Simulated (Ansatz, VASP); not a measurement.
**HOs4 in VASP and in Ansatz**

```xyz
5
Lattice="2.7014 0.0000 0.0000 0.0000 2.7014 0.0000 0.0000 0.0000 24.7305" Properties=species:S:1:pos:R:3 pbc="T T T"
Os    1.3507    1.3507    8.5000
Os    0.0000    0.0000   10.4102
Os    1.3507    1.3507   12.3929
Os    0.0000    0.0000   14.1647
H     0.0000    0.0000   15.7995
```

Alike in both runs: functional PBEsol; k mesh 11 × 11 × 1; occupations gaussian, width 0.1 eV; no spin polarisation.

Ansatz relaxed the structure, and its values are those at the end. VASP's run is a single point on that final structure, the one shown.

|  | VASP | Ansatz |
| --- | --- | --- |
| version | VASP 6.6.1 | Ansatz 0.2.0 |
| potentials or method | VASP PAW PBE potentials, release 64 (Os, H) | scalar-relativistic, plane waves, PAW |
| plane-wave cutoff (eV) | 520 | 420 |
| valence electrons in the cell | 33 | 65 |

```csv
,VASP,Ansatz,Ansatz less VASP
gap on the k mesh at the Fermi level (eV),none,none,-
rms of the force components (eV/Å),0.629,0.626,-0.0023
"work function, face that differs most (eV)",5.35,5.43,+0.085
```

A gap of «none» marks a metal or a gap that the smearing closes. The two sets of potentials don't hold the same shells in valence.

Caveats: the PAW data sets were made with another functional, which shifts forces and pressure a little (VASP). The runs have no spin-orbit coupling, so splittings on Os are missing.
